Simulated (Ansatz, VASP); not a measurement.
# SrO in VASP and in Ansatz

```
Sr O
1.0
     4.23566    0.00000    0.00000
    -2.11783    3.66819    0.00000
     0.00000    0.00000    5.10922
Sr O
2 2
Cartesian
  0.0000 2.4455 4.7899
  2.1178 1.2227 2.2353
  0.0000 2.4455 2.2353
  2.1178 1.2227 4.7899
```

Alike in both runs: functional PBEsol; k mesh 6 × 6 × 6; occupations gaussian, width 0.02 eV; no spin polarisation.

Ansatz relaxed the structure, and its values are those at the end. VASP's run is a single point on that final structure, the one shown.

|  | VASP | Ansatz |
| --- | --- | --- |
| version | VASP 6.6.1 | Ansatz 0.2.0 |
| potentials or method | VASP PAW PBE potentials, release 64 (Sr_sv, O) | scalar-relativistic, plane waves, PAW |
| plane-wave cutoff (eV) | 520 | 420 |
| valence electrons in the cell | 32 | 32 |

Ansatz gave:

* gap on the k mesh at the Fermi level (eV): 2.61
* least direct gap on the mesh (eV): 2.61
* pressure (GPa): 0.0

Question: Estimate VASP's values.

Answer: gap on the k mesh at the Fermi level (eV): 2.59; least direct gap on the mesh (eV): 2.59; pressure (GPa): 0.6.

Caveats: the PAW data sets were made with another functional, which shifts forces and pressure a little (VASP). A k mesh can miss the band edges.
